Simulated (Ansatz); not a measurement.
Runs of Ansatz 0.2.0 on SiNi. It takes space group Pmmn (No. 59, orthorhombic). The conventional cell has a = 2.943 Å, b = 3.280 Å, c = 4.677 Å, α = 90.00°, β = 90.00°, γ = 90.00°. Around Ni (site symmetry mm2) lie 6 Si at 2.34 to 2.37 Å and 4 Ni at 2.65 Å. Si (site symmetry mm2) has 6 Ni at 2.34 to 2.37 Å and 4 Si at 2.65 Å as nearest neighbours. The cell is a database's computed one.

| potentials or basis | cutoff (eV) | basis error allowed | pressure (GPa) | moment (μB) | largest force (eV/Å) |
| --- | --- | --- | --- | --- | --- |
| all-electron LAPW, inner shells corrected to Dirac's equation | 270 | 0.002 eV/atom | 0.2 | 0.00 | 0.09 |
| all-electron LAPW, non-relativistic | 270 | 0.002 eV/atom | 2.6 | 0.00 | (a) |
| all-electron PAW datasets made for the crystal | 320 | - | 0.2 | 0.00 | 0.09 |
| all-electron LAPW, scalar-relativistic | 270 | 0.002 eV/atom | 0.2 | 0.00 | 0.09 |

Alike in all rows: task band structure; level PBEsol; spin collinear, ferromagnetic start; cell as given; k mesh 9 × 8 × 6; smearing fermi-dirac 0.05 eV.

Q: Fill in the values left out.

A: (a) 0.13.

Caveats: the starting moments weren't kept.

The runs don't all hold the same shells in valence.
